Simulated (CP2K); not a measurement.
The system is Tc.

```
Tc
1.0
     2.75772    0.00000    0.00000
     1.37886    2.38825    0.00000
     1.37886    0.79608    2.25167
Tc
1
Direct
  0.00000 0.00000 0.00000
```

This isn't the form of Tc at room conditions, which is hcp.

Base run:

* Program: CP2K 2026.2
* Functional: r2SCAN
* Potentials or basis: POTENTIAL_UZH Tc GTH-PBE-q15; TZVP-MOLOPT-PBE-GTH basis
* Density cutoff: 9184 eV
* k mesh: 12 × 12 × 12
* Occupations: fermi-dirac, width 0.05 eV
* Spin: no spin polarisation

Its results: band gap on the k mesh none (metal or under the smearing width); pressure -8.0 GPa.

After a change of settings the same cell gave: band gap on the k mesh none (metal or under the smearing width); pressure -6.0 GPa. Which change was it?
A. functional from r2SCAN to rev-vdW-DF2
B. functional from r2SCAN to AM05
C. functional from r2SCAN to LDA
D. functional from r2SCAN to PBEsol

A.

Caveats: the potentials were made for another functional, which shifts forces and pressure; the basis of atomic orbitals isn't converged, which shifts pressures, moduli and gaps.
